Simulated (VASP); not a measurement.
Here is a VASP 6.6.1 calculation.

The input INCAR:

```
SYSTEM = CaS
PREC     = Accurate       ! precision mode
ENCUT    = 600            ! plane-wave cutoff, eV
EDIFF    = 1E-7           ! SCF threshold, eV
ISMEAR   = 0              ! smearing method
SIGMA    = 0.02           ! smearing width, eV
LREAL    = .FALSE.        ! projectors in reciprocal space
LASPH    = .TRUE.         ! aspherical terms in the spheres
NELM     = 100            ! most SCF steps
ALGO     = Normal         ! electronic algorithm
ISIF     = 3              ! what is computed and relaxed
LWAVE    = .FALSE.        ! write WAVECAR
LCHARG   = .FALSE.        ! write CHGCAR
GGA      = PE             ! functional
IVDW     = 12             ! dispersion correction
IBRION   = 2              ! ionic algorithm
NSW      = 90             ! ionic steps
EDIFFG   = -0.005         ! ionic threshold
```

File KPOINTS:

```
Automatic mesh
0
G
  8 8 8
  0 0 0
```

Contents of POSCAR:

```
CaS
1.0
    0.0000000000      2.8523742900      2.8523742900
    2.8523742900      0.0000000000      2.8523742900
    2.8523742900      2.8523742900      0.0000000000
Ca S
1 1
Direct
    0.0000000000      0.0000000000      0.0000000000
    0.5000000000      0.5000000000      0.5000000000
```

Potentials or basis: VASP PAW PBE potentials, release 64 (Ca_sv, S).

The run is started by

```sh
$ cat potpaw_PBE.64/Ca_sv/POTCAR potpaw_PBE.64/S/POTCAR > POTCAR
$ mpirun -np 1 vasp_std > vasp.out
```

Problem. Estimate the space group after relaxing (to 0.05 Å).

Solution. Fm-3m (No. 225).

Problem. Estimate the relaxed volume.

Solution. 22.43 Å³/atom.

Problem. Estimate the band gap on the k mesh.

Solution. 2.29 eV, indirect (least direct gap 3.12 eV).

Step by step:
```
step  energy change (eV)  largest force (eV/Å)  pressure (GPa)  volume (Å³)
   1              0.0000                0.0000           -1.96        46.41
   2             -0.0093                0.0000            0.47        44.53
   3             -0.0098                0.0000            0.00        44.86
```

A k mesh can miss the band edges.
